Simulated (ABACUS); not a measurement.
The system is MgB2.

```
CELL_PARAMETERS angstrom
3.08500 0.00000 0.00000
-1.54250 2.67169 0.00000
0.00000 0.00000 3.52300
ATOMIC_POSITIONS crystal
Mg 0.00000 0.00000 0.00000
B 0.66667 0.33333 0.50000
B 0.33333 0.66667 0.50000
```

```yaml
Program: ABACUS 3.10.1
Task: single point
Functional: PBE
Potentials_or_basis: PseudoDojo NC SR 0.4.1 PBE standard
Cutoff: 1143 eV
Density_cutoff: 4572 eV
Basis: plane waves
k_mesh: 10 × 10 × 8
Occupations: fermi-dirac, width 0.05 eV
Spin: no spin polarisation
```

On this cell: pressure -0.9 GPa; largest force under 0.003 eV/Å; band gap on the k mesh none (metal or under the smearing width).

The same run follows on a disturbed copy (atoms moved at random, drawn with an rms of 0.05 Å):

```
Mg B
1.0
     3.08500    0.00000    0.00000
    -1.54250    2.67169    0.00000
     0.00000    0.00000    3.52300
Mg B
1 2
Direct
  0.01959 0.99359 0.99020
  0.66441 0.32161 0.49171
  0.33637 0.66639 0.50926
```

Question: What changes?

Answer: The energy (extrapolated to zero smearing) moves by +11.0 meV/atom; pressure -0.6 GPa; largest force 0.743 eV/Å; band gap on the k mesh none (metal or under the smearing width).

Forces on the atoms (eV/Å):
```
Mg  -0.283  0.009  0.243
B    0.134  0.151  0.467
B    0.148 -0.160 -0.710
```

Stress tensor (GPa, compression positive):
```
-1.25 -0.01 -0.30
-0.01 -0.38  0.10
-0.30  0.10 -0.24
```
